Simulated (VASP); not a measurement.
# GeF2 (Fm-3m): band edges, masses and strain, part 5 of 8

Wanted: where the band edges of GeF2 lie, how heavy the carriers are and how strain moves the gap. The cell is generated by rule, not measured, and may not be a known phase.

VASP 6.6.1, plane waves and PAW; the level of theory is named at each step.

So far, least gap on mesh and path (eV): step 3 (bands on a dense mesh, LDA) 3.09; step 5 (bands with spin-orbit coupling, LDA, spin-orbit coupling) 3.09.

## Step 7: Dielectric tensor, Born charges and zone-centre modes (continued)

Level of this step: LDA; plane waves and PAW (Ge_d, F); invented cell (VASP).

From OUTCAR (step 7):

```text
   k-points           NKPTS =    104   k-points in BZ     NKDIM =    104   number of bands    NBANDS=     20

   NELECT =      28.0000    total number of electrons

  Total        8.8085784      8.8085784      8.8085784      0.0000000      0.0000000     -0.0000000
  in kB      466.0975851    466.0975851    466.0975851      0.0000000      0.0000000     -0.0000000
  external PRESSURE =     466.0975851 kB  Pullay stress =       0.0000000 kB

 POSITION                                       TOTAL-FORCE (eV/Angst)
 -----------------------------------------------------------------------------------
      0.00000      0.00000      0.00000        -0.000000      0.000000     -0.000000
      1.23691      1.23691      1.23691        -0.000000     -0.000000     -0.000000
      3.71075      3.71075      3.71075         0.000000      0.000000      0.000000
 -----------------------------------------------------------------------------------
    total drift:                                0.000000      0.000000      0.000000

 MACROSCOPIC STATIC DIELECTRIC TENSOR (including local field effects in DFT)
 ------------------------------------------------------
           4.179457    -0.000000     0.000000
          -0.000000     4.179457    -0.000000
          -0.000000    -0.000000     4.179457
 ------------------------------------------------------

 PIEZOELECTRIC TENSOR (including local field effects)  for field in x, y, z        (C/m^2)
          XX          YY          ZZ          XY          YZ          ZX
  --------------------------------------------------------------------------------
  x     0.00000     0.00000     0.00000     0.00000     0.00000     0.00000
  y     0.00000     0.00000     0.00000     0.00000     0.00000     0.00000
  z     0.00000     0.00000     0.00000     0.00000     0.00000     0.00000

 BORN EFFECTIVE CHARGES (including local field effects) (in |e|, cummulative output)
 ---------------------------------------------------------------------------------
 ion    1
    1     3.82968     0.00000     0.00000
    2     0.00000     3.82968     0.00000
    3     0.00000     0.00000     3.82968
 ion    2
    1    -1.91484     0.00000     0.00000
    2     0.00000    -1.91484     0.00000
    3     0.00000     0.00000    -1.91484
 ion    3
    1    -1.91484     0.00000     0.00000
    2     0.00000    -1.91484     0.00000
    3     0.00000     0.00000    -1.91484

 Eigenvectors and eigenvalues of the dynamical matrix
 ----------------------------------------------------

   1 f  =   11.928971 THz    74.951933 2PiTHz  397.907629 cm-1    49.334236 meV
             X         Y         Z           dx          dy          dz
      0.000000  0.000000  0.000000     0.000000    0.000000    0.000000
      1.236915  1.236915  1.236915     0.029769    0.706480    0.000000
      3.710745  3.710745  3.710745    -0.029769   -0.706480   -0.000000

   2 f  =   11.928971 THz    74.951933 2PiTHz  397.907629 cm-1    49.334236 meV
             X         Y         Z           dx          dy          dz
      0.000000  0.000000  0.000000    -0.000000   -0.000000   -0.000000
      1.236915  1.236915  1.236915    -0.000000   -0.000000    0.707107
      3.710745  3.710745  3.710745     0.000000    0.000000   -0.707107

   3 f  =   11.928971 THz    74.951933 2PiTHz  397.907629 cm-1    49.334236 meV
             X         Y         Z           dx          dy          dz
      0.000000  0.000000  0.000000     0.000000   -0.000000   -0.000000
      1.236915  1.236915  1.236915    -0.706480    0.029769    0.000000
      3.710745  3.710745  3.710745     0.706480   -0.029769    0.000000

   4 f  =    5.240159 THz    32.924890 2PiTHz  174.792888 cm-1    21.671546 meV
             X         Y         Z           dx          dy          dz
      0.000000  0.000000  0.000000    -0.021857   -0.100888   -0.579865
      1.236915  1.236915  1.236915     0.021207    0.097884    0.562600
      3.710745  3.710745  3.710745     0.021207    0.097884    0.562600

   5 f  =    5.240159 THz    32.924890 2PiTHz  174.792888 cm-1    21.671546 meV
             X         Y         Z           dx          dy          dz
      0.000000  0.000000  0.000000     0.541798   -0.230151    0.019620
      1.236915  1.236915  1.236915    -0.525667    0.223298   -0.019036
      3.710745  3.710745  3.710745    -0.525667    0.223298   -0.019036

   6 f  =    5.240159 THz    32.924890 2PiTHz  174.792888 cm-1    21.671546 meV
             X         Y         Z           dx          dy          dz
      0.000000  0.000000  0.000000     0.229949    0.532683   -0.101347
      1.236915  1.236915  1.236915    -0.223103   -0.516824    0.098330
      3.710745  3.710745  3.710745    -0.223103   -0.516824    0.098330

   7 f/i=    0.018593 THz     0.116820 2PiTHz    0.620180 cm-1     0.076892 meV
             X         Y         Z           dx          dy          dz
      0.000000  0.000000  0.000000    -0.421514    0.631872    0.275977
      1.236915  1.236915  1.236915    -0.217225    0.325631    0.142223
      3.710745  3.710745  3.710745    -0.217225    0.325631    0.142223

   8 f/i=    0.018593 THz     0.116820 2PiTHz    0.620180 cm-1     0.076892 meV
             X         Y         Z           dx          dy          dz
      0.000000  0.000000  0.000000    -0.212848    0.188422   -0.756501
      1.236915  1.236915  1.236915    -0.109690    0.097102   -0.389858
      3.710745  3.710745  3.710745    -0.109690    0.097102   -0.389858

   9 f/i=    0.018593 THz     0.116820 2PiTHz    0.620180 cm-1     0.076892 meV
             X         Y         Z           dx          dy          dz
      0.000000  0.000000  0.000000     0.655837    0.467263   -0.068144
      1.236915  1.236915  1.236915     0.337981    0.240801   -0.035118
      3.710745  3.710745  3.710745     0.337981    0.240801   -0.035118

 MACROSCOPIC STATIC DIELECTRIC TENSOR IONIC CONTRIBUTION
 ------------------------------------------------------
          31.125063     0.000000     0.000000
           0.000000    31.125063     0.000000
           0.000000     0.000000    31.125063
 ------------------------------------------------------

 ELASTIC MODULI CONTR FROM IONIC RELAXATION (kBar)
 Direction    XX          YY          ZZ          XY          YZ          ZX
 --------------------------------------------------------------------------------
 XX          -0.0000     -0.0000      0.0000     -0.0000      0.0000      0.0000
 YY          -0.0000     -0.0000      0.0000     -0.0000      0.0000      0.0000
 ZZ           0.0000      0.0000     -0.0000      0.0000     -0.0000     -0.0000
 XY          -0.0000     -0.0000      0.0000   -810.3398      0.0000      0.0000
 YZ           0.0000      0.0000     -0.0000      0.0000   -810.3398     -0.0000
 ZX           0.0000      0.0000     -0.0000      0.0000     -0.0000   -810.3398
 --------------------------------------------------------------------------------

 PIEZOELECTRIC TENSOR IONIC CONTR  for field in x, y, z        (C/m^2)
          XX          YY          ZZ          XY          YZ          ZX
  --------------------------------------------------------------------------------
  x    -0.00000    -0.00000    -0.00000     0.00000     0.00000     0.00000
  y    -0.00000     0.00000     0.00000    -0.00000     0.00000     0.00000
  z    -0.00000    -0.00000    -0.00000     0.00000     0.00000     0.00000

[... 8 parts as in an earlier step ...]

[... 2 further parts left out ...]
```

Energies printed during the response cycles are not total energies of the cell.

This step gave:

- bands: 20
- irreducible k-points: 104
- pressure of the cell: 46.61 GPa
- largest force of the cell: 0 eV/Å
- Fermi energy: 6.140 eV
- valence top at k: -0.2857, 0.4286, 0.2143
- conduction bottom at k: 0.3571, 0.3571, 0
- least direct gap at k: 0.3571, 0.3571, 0
- gap on the k-mesh: 3.125 eV
- least direct gap on the k-mesh: 3.988 eV

Electronic dielectric tensor with local fields:

```
4.18 0.00 0.00
0.00 4.18 0.00
0.00 0.00 4.18
```

Ionic part of the static dielectric tensor:

```
31.13  0.00  0.00
 0.00 31.13  0.00
 0.00  0.00 31.13
```

Born effective charge (e), principal values of the symmetric part by kind of site:

| atom | atoms with these values | low | middle | high | mean |
| --- | --- | --- | --- | --- | --- |
| Ge1 | 1 | 3.83 | 3.83 | 3.83 | 3.83 |
| F2 | 2 | -1.91 | -1.91 | -1.91 | -1.91 |

In full for Ge1:

```
3.83 0.00 0.00
0.00 3.83 0.00
0.00 0.00 3.83
```

Lines of the infrared spectrum (strongest = 100):

| position (cm⁻¹) | lines merged | squared mode dipole, relative |
| --- | --- | --- |
| 175 | 3 | 100 |
| 398 | 3 | 0.0 |

Transverse limit, no LO-TO splitting. The modes at Γ (shares of kinetic energy by element, %):

| mode | frequency (cm⁻¹) | symmetry | IR | Ge % | F % |
| --- | --- | --- | --- | --- | --- |
| 1 | -0.6 | acoustic | 7.7e-6 | 65 | 35 |
| 2 | -0.6 | acoustic | 7.7e-6 | 65 | 35 |
| 3 | -0.6 | acoustic | 7.7e-6 | 65 | 35 |
| 4 | 174.8 | T1u | 0.59 | 35 | 65 |
| 5 | 174.8 | T1u | 0.59 | 35 | 65 |
| 6 | 174.8 | T1u | 0.59 | 35 | 65 |
| 7 | 397.9 | T2g | 0 | 0 | 100 |
| 8 | 397.9 | T2g | 0 | 0 | 100 |
| 9 | 397.9 | T2g | 0 | 0 | 100 |

Displacements in mode 4 (174.8 cm⁻¹), the largest set to 1:
```
Ge1  0.23  0.53 -0.10
F2  -0.43 -1.00  0.19
F3  -0.43 -1.00  0.19
```

Displacements in mode 9 (397.9 cm⁻¹), the largest set to 1:
```
Ge1  0.00  0.00  0.00
F2   0.04  1.00  0.00
F3  -0.04 -1.00  0.00
```

## Step 8: Bands on the mesh of the strain series

The unstrained gap is taken on the mesh of the strained cells, so that mesh errors cancel.

The input, INCAR:

```
SYSTEM = GeF2
PREC = Accurate
ENCUT = 520
EDIFF = 1E-06
NELM = 100
ISMEAR = 0
SIGMA = 0.02
LREAL = .FALSE.
ALGO = Normal
GGA = CA
NBANDS = 27
LORBIT = 11
LWAVE = .FALSE.
LCHARG = .FALSE.
KPAR = 4
ISIF = 2
```

The input, POSCAR:

```
GeF2
1.0
    0.0000000000      2.4738300000      2.4738300000
    2.4738300000      0.0000000000      2.4738300000
    2.4738300000      2.4738300000      0.0000000000
Ge F
1 2
Direct
    0.0000000000      0.0000000000      0.0000000000
    0.2500000000      0.2500000000      0.2500000000
    0.7500000000      0.7500000000      0.7500000000
```

The input, KPOINTS:

```
Automatic mesh
0
Gamma
10 10 10
0 0 0
```

The input, KPOINTS_OPT:

```
Line mode
16
Line-mode
Reciprocal
  0.00000000   0.00000000   0.00000000 GAMMA
  0.50000000   0.00000000   0.50000000 X

  0.50000000   0.00000000   0.50000000 X
  0.50000000   0.25000000   0.75000000 W

  0.50000000   0.25000000   0.75000000 W
  0.37500000   0.37500000   0.75000000 K

  0.37500000   0.37500000   0.75000000 K
  0.00000000   0.00000000   0.00000000 GAMMA

  0.00000000   0.00000000   0.00000000 GAMMA
  0.50000000   0.50000000   0.50000000 L

  0.50000000   0.50000000   0.50000000 L
  0.62500000   0.25000000   0.62500000 U

  0.62500000   0.25000000   0.62500000 U
  0.50000000   0.25000000   0.75000000 W

  0.50000000   0.25000000   0.75000000 W
  0.50000000   0.50000000   0.50000000 L

  0.50000000   0.50000000   0.50000000 L
  0.37500000   0.37500000   0.75000000 K

  0.62500000   0.25000000   0.62500000 U
  0.50000000   0.00000000   0.50000000 X
```

PAW data sets: Ge_d and F (LDA family, release 64).

On the command line:

```sh
> mpirun -np 4 vasp_std
```

What it wrote:

```text
[... set-up lines as in an earlier step ...]
 entering main loop
       N       E                     dE             d eps       ncg     rms          rms(c)
DAV:   1     0.228167545749E+03    0.22817E+03   -0.13762E+04  3469   0.264E+03
DAV:   2     0.121020783411E+02   -0.21607E+03   -0.19938E+03  2734   0.602E+02
DAV:   3    -0.151653443586E+02   -0.27267E+02   -0.26969E+02  2793   0.116E+02
DAV:   4    -0.157770882088E+02   -0.61174E+00   -0.61142E+00  2829   0.180E+01
DAV:   5    -0.157817663032E+02   -0.46781E-02   -0.46780E-02  2796   0.170E+00    0.692E+00
DAV:   6    -0.146222992177E+02    0.11595E+01   -0.34631E+00  3302   0.201E+01    0.207E+00
DAV:   7    -0.146204324311E+02    0.18668E-02   -0.19617E-01  3073   0.369E+00    0.129E+00
DAV:   8    -0.146119228374E+02    0.85096E-02   -0.35873E-02  3573   0.350E+00    0.410E-01
DAV:   9    -0.146095614099E+02    0.23614E-02   -0.58939E-03  3926   0.187E+00    0.816E-02
DAV:  10    -0.146096190229E+02   -0.57613E-04   -0.10415E-03  3342   0.530E-01    0.302E-02
DAV:  11    -0.146096237572E+02   -0.47344E-05   -0.14493E-04  3790   0.213E-01    0.839E-03
DAV:  12    -0.146096244694E+02   -0.71214E-06   -0.81044E-06  3341   0.324E-02
   1 F= -.14609624E+02 E0= -.14609624E+02  d E =-.460136E-11
 Start KPOINTS_OPT (optional k-point list driver)
k-point batch [1-47\160]
       N       E                     dE             ncg
DAV:   1    -0.817243976374E+03   -0.46652E+05     3481
DAV:   2    -0.107368428273E+05   -0.99196E+04     2683
DAV:   3    -0.119360678711E+05   -0.11992E+04     2864
DAV:   4    -0.119637613604E+05   -0.27693E+02     2899
DAV:   5    -0.119639691257E+05   -0.20777E+00     2916
DAV:   6    -0.119639716121E+05   -0.24864E-02     2877
DAV:   7    -0.119639716534E+05   -0.41281E-04     2887
DAV:   8    -0.119639716541E+05   -0.71931E-06     2129
[...]
k-point batch [142-160\160]
       N       E                     dE             ncg
DAV:   1     0.293458966272E+05   -0.21872E+05     1381
DAV:   2     0.252042265337E+05   -0.41417E+04     1085
DAV:   3     0.246851008810E+05   -0.51913E+03     1116
DAV:   4     0.246728954306E+05   -0.12205E+02     1230
DAV:   5     0.246728093820E+05   -0.86049E-01     1132
DAV:   6     0.246728084815E+05   -0.90051E-03     1218
DAV:   7     0.246728084674E+05   -0.14040E-04     1113
DAV:   8     0.246728084672E+05   -0.24938E-06      908
```

Wall time 21 s (4 MPI ranks of AMD EPYC 9R14 (Zen 4), shared host); peak memory 0.63 GiB.

Parts of OUTCAR (step 8):

```text
   k-points           NKPTS =     47   k-points in BZ     NKDIM =     47   number of bands    NBANDS=     27

   NELECT =      28.0000    total number of electrons

 E-fermi :   6.0252

 k-point     2 :       0.1000    0.0000    0.0000
  band No.  band energies     occupation
    ...
     10      -0.8837      2.00000
     11      -0.2170      2.00000
     12       0.6741      2.00000
     13       0.6741      2.00000
     14       2.4398      2.00000
     15      10.5898      0.00000
     16      10.9702      0.00000
     17      10.9702      0.00000
     18      17.8061      0.00000
     19      19.8576      0.00000
    ...

  Total        8.8091682      8.8091682      8.8091682      0.0000000      0.0000000      0.0000000
  in kB      466.1287980    466.1287980    466.1287980      0.0000000      0.0000000      0.0000000
  external PRESSURE =     466.1287980 kB  Pullay stress =       0.0000000 kB

 POSITION                                       TOTAL-FORCE (eV/Angst)
 -----------------------------------------------------------------------------------
      0.00000      0.00000      0.00000        -0.000000      0.000000     -0.000000
      1.23691      1.23691      1.23691         0.000000      0.000000      0.000000
      3.71075      3.71075      3.71075        -0.000000     -0.000000     -0.000000
 -----------------------------------------------------------------------------------
    total drift:                                0.000000      0.000000      0.000000

  FREE ENERGIE OF THE ION-ELECTRON SYSTEM (eV)
  ---------------------------------------------------
  free  energy   TOTEN  =       -14.6096244694 eV

  energy  without entropy=      -14.6096244694  energy(sigma->0) =      -14.60962447

[... 10 parts as in an earlier step ...]

[... 6 further parts left out ...]
```

Numbers from this step:

| Item | Value |
| --- | --- |
| SCF cycles | 12 |
| bands | 27 |
| irreducible k-points | 47 |
| Fermi energy | 6.025 eV |
| least gap on mesh and path | 3.091 eV |
| least direct gap on mesh and path | 3.963 eV |
| valence top at k | 0.5, 0.25, 0.75 |
| conduction bottom at k | 0.3333, 0, 0.3333 |
| least direct gap at k | 0.4, 0.4, 0 |

The electronic bands at the labelled points (eV, zero at the valence-band top; v1 is the highest filled band, c1 the lowest empty one):

| point | v4 | v3 | v2 | v1 | c1 | c2 | c3 | c4 |
| --- | --- | --- | --- | --- | --- | --- | --- | --- |
| Γ | -5.20 | -5.20 | -5.20 | -4.67 | 4.85 | 4.85 | 4.85 | 11.25 |
| 0.47 of the way | -5.74 | -4.85 | -4.85 | -1.79 | 3.36 | 6.36 | 6.36 | 10.91 |
| X | -4.49 | -4.49 | -4.22 | -0.59 | 3.53 | 7.39 | 8.06 | 8.06 |
| 0.53 of the way | -5.33 | -4.45 | -4.26 | -0.27 | 4.34 | 7.24 | 7.36 | 8.22 |
| W | -6.74 | -4.36 | -4.35 | 0.00 | 5.79 | 5.79 | 7.34 | 8.38 |
| 0.47 of the way | -6.01 | -4.53 | -4.32 | -0.06 | 5.13 | 6.38 | 7.52 | 8.32 |
| K | -5.41 | -4.88 | -4.31 | -0.12 | 4.83 | 6.60 | 7.79 | 8.18 |
| 0.47 of the way | -6.47 | -6.10 | -4.73 | -0.91 | 4.31 | 6.17 | 6.39 | 11.75 |
| Γ | -5.20 | -5.20 | -5.20 | -4.67 | 4.85 | 4.85 | 4.85 | 11.25 |
| 0.47 of the way | -6.83 | -5.54 | -5.54 | -1.74 | 4.31 | 5.71 | 5.71 | 13.37 |
| L | -6.73 | -6.06 | -6.06 | -0.01 | 4.62 | 6.93 | 6.93 | 13.42 |
| 0.47 of the way | -6.32 | -5.48 | -5.05 | -0.01 | 4.92 | 6.50 | 7.22 | 10.22 |
| U | -5.41 | -4.88 | -4.31 | -0.12 | 4.83 | 6.60 | 7.79 | 8.18 |
| 0.47 of the way | -5.90 | -4.58 | -4.32 | -0.07 | 5.06 | 6.43 | 7.56 | 8.30 |
| W | -6.74 | -4.36 | -4.35 | 0.00 | 5.79 | 5.79 | 7.34 | 8.38 |
| 0.53 of the way | -6.80 | -5.11 | -5.00 | -0.01 | 5.03 | 6.37 | 7.32 | 9.82 |
| L | -6.73 | -6.06 | -6.06 | -0.01 | 4.62 | 6.93 | 6.93 | 13.42 |
| 0.53 of the way | -6.20 | -5.38 | -4.89 | -0.02 | 5.00 | 6.42 | 7.30 | 9.85 |
| K | -5.41 | -4.88 | -4.31 | -0.12 | 4.83 | 6.60 | 7.79 | 8.18 |
| jump to U | -5.41 | -4.88 | -4.31 | -0.12 | 4.83 | 6.60 | 7.79 | 8.18 |
| 0.53 of the way | -4.73 | -4.58 | -4.24 | -0.45 | 3.86 | 7.32 | 7.90 | 8.01 |
| X | -4.49 | -4.49 | -4.22 | -0.59 | 3.53 | 7.39 | 8.06 | 8.06 |

Of the projections kept (Ge, F), the largest for each band there; the rest of the weight can lie on other orbitals:

| point | v4 | v3 | v2 | v1 | c1 | c2 | c3 | c4 |
| --- | --- | --- | --- | --- | --- | --- | --- | --- |
| Γ | F 0.94 | F 0.94 | F 0.94 | Ge 0.78 | Ge 0.93 | Ge 0.93 | Ge 0.93 | Ge 0.91 |
| X | F 0.98 | F 0.98 | F 1.00 | Ge 0.63 | Ge 0.79 | F 0.68 | Ge 0.65 | Ge 0.65 |
| W | F 0.89 | F 1.00 | F 0.97 | Ge 0.53 | Ge 0.66 | Ge 0.66 | F 0.70 | Ge 0.92 |
| K | F 0.93 | F 0.97 | F 0.99 | Ge 0.54 | Ge 0.68 | F 0.52 | Ge 0.70 | Ge 0.81 |
| Γ | F 0.94 | F 0.94 | F 0.94 | Ge 0.78 | Ge 0.93 | Ge 0.93 | Ge 0.93 | Ge 0.91 |
| L | F 0.88 | F 0.95 | F 0.95 | F 0.56 | F 0.57 | Ge 0.77 | Ge 0.77 | Ge 0.94 |

The value for the least gap on mesh and path stays at 3.09 eV, as in step 3 (changed since: k-mesh 10×10×10 and points per path segment 16).

(Continued in part 6 of 8.)

[Lines on the potential files, build, host, timing and source positions are cut from VASP's logs without a mark.]

[Logs are printed without paths, hosts, clocks, repeated set-up lines and the standing remarks that a program may print on its own settings, such as how far it seeks lower states.]

[Hosts, paths, dates, database ids (printed as entryN), source tags and the programs' standing remarks are cut or masked in the printed files.]

[In band tables of VASP the shares of atoms and orbitals are scaled to a sum of 1 inside the atoms' spheres.]

[Gaps and slopes under strain along one axis are those of the sampled path and mesh points; where strain splits equal valleys, another of them can be the edge.]
